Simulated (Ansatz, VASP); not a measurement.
**KTaO3 (so): VASP beside Ansatz**

```
K Ta O
1.0
     4.02312    0.00000    0.00000
     0.00000    4.02312    0.00000
     0.00000    0.00000    4.02312
K Ta O
1 1 3
Direct
  0.50000 0.50000 0.50000
  0.00000 0.00000 0.00000
  0.50000 0.00000 0.00000
  0.00000 0.50000 0.00000
  0.00000 0.00000 0.50000
```

Alike in both runs: functional PBE; k mesh 8 × 8 × 8; occupations gaussian, width 0.02 eV; non-collinear spin, spin-orbit coupling.

Ansatz relaxed the structure, and its values are those at the end. VASP's run is a single point on that final structure, the one shown.

|  | VASP | Ansatz |
| --- | --- | --- |
| version | VASP 6.6.1 | Ansatz 0.2.0 |
| potentials or method | VASP PAW PBE potentials, release 64 (K_sv, Ta_pv, O) | plane waves, PAW |
| plane-wave cutoff (eV) | 520 | 420 |
| valence electrons in the cell | 38 | 40 |

Ansatz gave:

- gap on the k mesh at the Fermi level (eV): 2.02
- least direct gap on the mesh (eV): 2.59
- pressure (GPa): 0.0
- net moment per atom (μB): 0.00

What did VASP give for the same quantities?

gap on the k mesh at the Fermi level (eV): 1.95; least direct gap on the mesh (eV): 2.52; pressure (GPa): 1.0; net moment per atom (μB): 0.00.

The two sets of potentials don't hold the same shells in valence.
